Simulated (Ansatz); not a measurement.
Born–Oppenheimer molecular dynamics of a periodic cell of 12 atoms, TiO2 (start crystal TiO2, start structure I4_1/amd, volume 1.05 times the crystal's). It goes on from the last frame of an earlier run, with new velocities.

Computed with DFT PBEsol, scalar-relativistic, plane waves, PAW in Ansatz. Settings: PAW set soft_1, cutoff 420 eV, k mesh 3x3x1, fermi-dirac smearing 0.24 eV, no spin polarisation.

| Property | Result |
| --- | --- |
| ensemble | NVT, Langevin thermostat |
| time step | 1 fs |
| steps asked | 320 |
| set temperature | 2240 K |
| friction | 0.02 /fs |
| temperature schedule | 240 steps to 300 K, then 80 steps to 300 K |
| seed | 307937 |

Frames 10 fs apart, positions in Å, forces in eV/Å.

Velocities at 80 fs (Å/ps):

```
Ti -2.35 -5.18 -8.41
Ti 7.47 -4.69 -0.80
O 4.14 1.29 11.74
O -3.32 12.45 -7.03
O -11.17 0.66 -1.23
O 15.55 9.03 7.31
Ti -3.85 4.23 -4.51
Ti 11.82 -4.48 -4.47
O 4.82 0.48 4.75
O 10.56 -2.16 2.69
O 4.86 -18.75 4.30
O 7.14 3.12 -2.66
```

```xyz
12
Lattice="3.8471 0.0000 0.0000 0.0000 3.8471 0.0000 0.0000 0.0000 9.6700" Properties=species:S:1:pos:R:3:forces:R:3 time_fs=80 energy_less_start_eV=0.014 T=1468
Ti 0.018 0.295 0.169 0.61 -0.11 0.08
Ti -0.119 2.190 2.579 -1.81 -0.35 -0.83
O -0.111 0.149 2.300 -1.29 1.70 -1.16
O -0.058 1.849 4.739 -0.49 0.03 -1.26
O 0.476 2.256 0.756 -1.94 -0.82 -1.81
O 0.130 -0.174 7.628 -0.24 0.23 0.73
Ti 1.925 2.025 4.888 -0.33 -2.11 -0.74
Ti 2.027 -0.143 7.059 0.28 0.37 4.11
O 1.869 1.779 6.724 -0.11 0.78 1.36
O 2.167 0.538 9.406 0.18 -0.88 -0.16
O 2.208 -0.110 5.325 -0.62 1.43 -2.20
O 1.518 2.146 2.939 5.76 -0.26 1.89
12
Lattice="3.8471 0.0000 0.0000 0.0000 3.8471 0.0000 0.0000 0.0000 9.6700" Properties=species:S:1:pos:R:3:forces:R:3 time_fs=90 energy_less_start_eV=-0.647 T=1773
Ti -0.009 0.280 0.123 2.78 -0.36 1.10
Ti -0.056 2.129 2.557 -0.46 0.07 -0.15
O -0.154 0.151 2.362 -0.37 1.23 -1.22
O -0.054 2.002 4.606 0.74 -0.91 -0.22
O 0.326 2.223 0.723 -0.82 -0.68 -1.63
O 0.267 -0.122 7.702 -0.68 0.06 0.14
Ti 1.884 2.038 4.854 -0.85 -3.67 -2.11
Ti 2.114 -0.203 7.035 0.35 0.76 3.85
O 1.961 1.814 6.798 0.11 -0.07 0.07
O 2.243 0.500 9.456 -2.40 -0.48 -0.97
O 2.237 -0.191 5.251 -0.65 4.58 -0.16
O 1.727 2.192 2.902 2.25 -0.54 1.31
12
Lattice="3.8471 0.0000 0.0000 0.0000 3.8471 0.0000 0.0000 0.0000 9.6700" Properties=species:S:1:pos:R:3:forces:R:3 time_fs=100 energy_less_start_eV=-1.315 T=1623
Ti 0.000 0.268 0.101 1.21 -0.34 0.87
Ti -0.003 2.054 2.521 0.42 0.12 -0.87
O -0.195 0.190 2.330 1.06 0.88 -1.38
O 0.017 2.113 4.495 1.57 -0.87 0.87
O 0.174 2.205 0.569 0.09 -0.37 0.41
O 0.398 -0.154 7.792 -1.23 0.39 -0.61
Ti 1.840 1.973 4.844 0.25 -0.28 -2.00
Ti 2.154 -0.193 7.074 0.26 1.08 1.64
O 2.077 1.850 6.828 0.20 0.11 -0.45
O 2.174 0.436 9.524 -0.80 -0.50 -1.25
O 2.239 -0.019 5.132 -1.22 0.48 1.89
O 2.011 2.198 2.901 -1.81 -0.69 0.88
12
Lattice="3.8471 0.0000 0.0000 0.0000 3.8471 0.0000 0.0000 0.0000 9.6700" Properties=species:S:1:pos:R:3:forces:R:3 time_fs=110 energy_less_start_eV=-1.230 T=1420
Ti 0.029 0.263 0.084 -0.10 -0.26 0.50
Ti 0.024 2.017 2.471 1.18 0.90 -1.16
O -0.063 0.257 2.256 0.95 -0.44 -1.44
O 0.143 2.144 4.381 -0.05 -0.37 1.65
O 0.061 2.234 0.461 0.40 -0.77 1.03
O 0.445 -0.136 7.846 -1.80 0.46 -1.16
Ti 1.843 1.899 4.789 1.65 1.13 -0.08
Ti 2.188 -0.145 7.157 -0.06 0.65 0.75
O 2.164 1.892 6.802 0.19 0.81 0.17
O 2.070 0.324 9.537 1.15 0.00 -1.06
O 2.186 0.135 5.164 -0.60 -1.93 1.35
O 2.157 2.156 2.955 -2.92 -0.18 -0.55
12
Lattice="3.8471 0.0000 0.0000 0.0000 3.8471 0.0000 0.0000 0.0000 9.6700" Properties=species:S:1:pos:R:3:forces:R:3 time_fs=120 energy_less_start_eV=-1.575 T=1748
Ti 0.048 0.274 0.100 0.01 -0.06 -1.10
Ti 0.097 2.013 2.409 0.43 1.32 -0.07
O 0.139 0.275 2.113 0.27 -0.72 -0.15
O 0.239 2.193 4.374 -2.78 -0.22 0.20
O 0.056 2.257 0.427 0.34 -1.43 1.51
O 0.409 -0.064 7.841 -1.93 0.66 -0.34
Ti 1.870 1.857 4.730 2.64 1.02 3.34
Ti 2.210 -0.098 7.266 -0.07 0.60 -0.16
O 2.217 2.052 6.795 0.22 -0.88 0.52
O 2.074 0.249 9.537 1.22 0.31 -0.85
O 2.080 0.113 5.297 -0.11 -0.65 0.12
O 2.134 2.057 2.979 -0.24 0.04 -3.03
12
Lattice="3.8471 0.0000 0.0000 0.0000 3.8471 0.0000 0.0000 0.0000 9.6700" Properties=species:S:1:pos:R:3:forces:R:3 time_fs=130 energy_less_start_eV=-1.524 T=1636
Ti 0.129 0.281 0.076 0.25 -0.28 -1.12
Ti 0.200 2.035 2.376 0.03 0.31 0.16
O 0.323 0.256 1.955 -0.07 -1.02 1.90
O 0.159 2.201 4.372 0.03 -0.66 0.34
O 0.114 2.137 0.472 0.31 0.53 0.21
O 0.267 0.020 7.816 0.19 0.52 0.09
Ti 1.921 1.851 4.762 0.29 0.53 2.04
Ti 2.252 -0.057 7.368 -0.55 2.07 0.44
O 2.213 2.223 6.794 0.29 -5.00 0.86
O 2.196 0.249 9.520 -0.68 -0.22 -1.19
O 1.950 0.008 5.466 0.07 3.03 -2.42
O 2.132 1.935 2.928 -0.16 0.18 -1.31
12
Lattice="3.8471 0.0000 0.0000 0.0000 3.8471 0.0000 0.0000 0.0000 9.6700" Properties=species:S:1:pos:R:3:forces:R:3 time_fs=140 energy_less_start_eV=-1.460 T=1426
Ti 0.238 0.286 0.041 0.48 -0.06 1.63
Ti 0.279 2.027 2.386 0.05 0.05 1.52
O 0.480 0.217 1.889 -0.51 -1.53 1.81
O 0.079 2.198 4.375 0.95 -0.59 0.31
O 0.155 2.076 0.570 0.03 1.25 -2.61
O 0.171 0.144 7.811 2.48 -0.09 -0.65
Ti 1.959 1.871 4.830 -0.15 0.25 0.55
Ti 2.301 -0.004 7.459 -1.89 0.26 -2.22
O 2.200 2.115 6.815 0.30 -1.18 1.40
O 2.282 0.251 9.477 -2.00 -0.52 -1.39
O 1.809 0.072 5.467 0.73 1.53 -0.89
O 2.154 1.825 2.828 -0.46 0.64 0.53
12
Lattice="3.8471 0.0000 0.0000 0.0000 3.8471 0.0000 0.0000 0.0000 9.6700" Properties=species:S:1:pos:R:3:forces:R:3 time_fs=150 energy_less_start_eV=-1.767 T=1591
Ti 0.372 0.274 0.049 -1.03 0.00 1.82
Ti 0.367 2.010 2.396 -0.24 0.27 1.06
O 0.540 0.116 1.920 -0.78 -0.06 0.88
O 0.055 2.132 4.418 1.01 -0.18 -0.71
O 0.143 2.093 0.492 0.07 -0.25 -1.21
O 0.241 0.268 7.833 0.75 -0.52 -0.97
Ti 1.997 1.893 4.854 -0.17 0.26 0.76
Ti 2.326 0.032 7.522 -1.24 0.12 -3.44
O 2.220 2.008 6.874 0.30 1.15 0.87
O 2.172 0.184 9.354 0.78 -0.34 0.28
O 1.726 0.210 5.353 1.09 -0.88 -0.03
O 2.177 1.863 2.747 -0.53 0.43 0.68
12
Lattice="3.8471 0.0000 0.0000 0.0000 3.8471 0.0000 0.0000 0.0000 9.6700" Properties=species:S:1:pos:R:3:forces:R:3 time_fs=160 energy_less_start_eV=-0.867 T=1063
Ti 0.484 0.254 0.127 -4.88 0.02 0.00
Ti 0.433 1.978 2.405 -0.87 0.52 0.67
O 0.524 0.045 1.967 -0.56 1.02 0.91
O 0.039 2.038 4.417 1.27 0.21 -1.00
O 0.155 2.115 0.343 0.31 -1.01 0.89
O 0.284 0.349 7.816 -0.76 -0.78 -0.61
Ti 2.033 1.890 4.888 -0.07 1.70 0.52
Ti 2.355 0.056 7.514 -0.42 0.21 -3.61
O 2.261 2.011 6.952 0.08 1.35 -0.42
O 2.045 0.058 9.259 5.43 -0.37 1.48
O 1.711 0.283 5.243 0.93 -2.79 0.65
O 2.190 1.974 2.709 -0.47 -0.09 0.53
12
Lattice="3.8471 0.0000 0.0000 0.0000 3.8471 0.0000 0.0000 0.0000 9.6700" Properties=species:S:1:pos:R:3:forces:R:3 time_fs=170 energy_less_start_eV=-1.049 T=1221
Ti 0.514 0.219 0.202 -1.83 -0.58 -2.38
Ti 0.477 1.952 2.435 -2.19 0.37 0.27
O 0.502 0.029 2.060 -0.56 0.98 -0.27
O 0.048 1.903 4.358 0.81 0.73 -0.10
O 0.184 2.075 0.281 0.62 -1.20 1.80
O 0.265 0.375 7.800 0.36 -0.68 -0.46
Ti 2.039 1.902 4.945 0.17 1.50 0.03
Ti 2.384 0.062 7.434 -0.60 0.90 -0.23
O 2.263 2.108 7.016 -0.06 -0.31 -2.24
O 2.157 -0.143 9.231 1.20 0.76 1.60
O 1.758 0.259 5.190 0.89 -2.38 1.03
O 2.154 2.028 2.675 1.19 -0.10 0.95
12
Lattice="3.8471 0.0000 0.0000 0.0000 3.8471 0.0000 0.0000 0.0000 9.6700" Properties=species:S:1:pos:R:3:forces:R:3 time_fs=180 energy_less_start_eV=-1.054 T=1456
Ti 0.516 0.121 0.255 -0.48 -0.60 -2.37
Ti 0.482 1.944 2.445 -2.39 0.47 0.07
O 0.449 0.086 2.184 -0.41 -0.59 -1.92
O 0.063 1.843 4.314 0.59 0.65 1.42
O 0.234 1.957 0.319 0.87 -0.45 1.79
O 0.278 0.355 7.780 0.90 -0.44 -0.65
Ti 2.056 1.917 4.998 0.07 0.23 -0.81
Ti 2.408 0.124 7.335 -0.36 0.63 2.22
O 2.204 2.174 6.972 0.22 -1.92 -2.17
O 2.353 -0.251 9.271 -1.48 1.53 0.61
O 1.877 0.100 5.235 0.69 0.39 0.68
O 2.146 2.050 2.639 1.81 0.09 1.13
12
Lattice="3.8471 0.0000 0.0000 0.0000 3.8471 0.0000 0.0000 0.0000 9.6700" Properties=species:S:1:pos:R:3:forces:R:3 time_fs=190 energy_less_start_eV=-1.179 T=1051
Ti 0.473 0.013 0.272 -0.36 -0.29 -1.42
Ti 0.450 1.915 2.439 -0.90 0.76 1.54
O 0.396 0.118 2.231 -0.27 -2.44 -2.03
O 0.096 1.885 4.371 0.72 0.14 1.13
O 0.315 1.786 0.449 0.52 1.40 0.27
O 0.308 0.330 7.709 0.70 -0.39 -0.21
Ti 2.093 1.917 5.020 -0.10 0.26 -2.54
Ti 2.435 0.183 7.294 -0.42 -0.53 1.54
O 2.140 2.135 6.849 0.66 -1.64 0.65
O 2.449 -0.269 9.348 -1.56 0.94 -0.25
O 1.993 -0.009 5.271 0.52 1.73 0.52
O 2.169 2.054 2.663 0.50 0.06 0.80
```

Of the whole run (320 fs, mean temperature of the second half 739 K): The schedule's set-point averaged 463 K over the second half and the system 739 K, so it lags behind the ramp. A run of 0.32 ps of so small a system gives no equilibrium averages. Limits of this set-up: coarse k mesh, PAW files made for another functional.

Time of the run: 19 min on 1 thread of Arm Neoverse V2, with other jobs on the host, peak memory 0.4 GiB.
